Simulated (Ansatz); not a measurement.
**Structures of Si3N4: which is lowest?**

Plane-wave DFT in Ansatz with scalar-relativistic PAW potentials, cutoff 420 eV, Γ-centred meshes chosen by cell and gap, Gaussian smearing with energies taken to zero width. Every cell was relaxed (cell and atoms) in a run of its own, within the symmetry of its start. Functional: PBE.

Relaxed structures (starts from databases or built by putting these elements on another compound's sites):
A. I-43d, 14 atoms in the computed cell, a = 6.490 Å; sites (symmetry × multiplicity) Si -4.. × 12, N .3. × 16; start: database
B. P6_3/m, 14 atoms in the computed cell, a = 7.664 Å, c = 2.926 Å; sites (symmetry × multiplicity) Si m.. × 6, N -6.. × 2 + m.. × 6; start: database

Rank them by energy. Could pressure change the order?

```tsv
structure	group	E − E(lowest) (meV/atom)	V (Å³/atom)	gap on mesh (eV)
B	P6_3/m	0.0	10.63	4.27
A	I-43d	99	9.76	4.04
```

B is lowest, 99 meV/atom under A. A is denser by 0.87 Å³/atom, so pressure favours it: ΔE/ΔV, with ΔE in eV and 1 eV/Å³ = 160.2 GPa, gives about 18 GPa for equal enthalpy if both cells were rigid; at such pressures compression changes ΔV much, so this is a scale only. Other structures may lie lower than all of these, and vibrations aren't counted.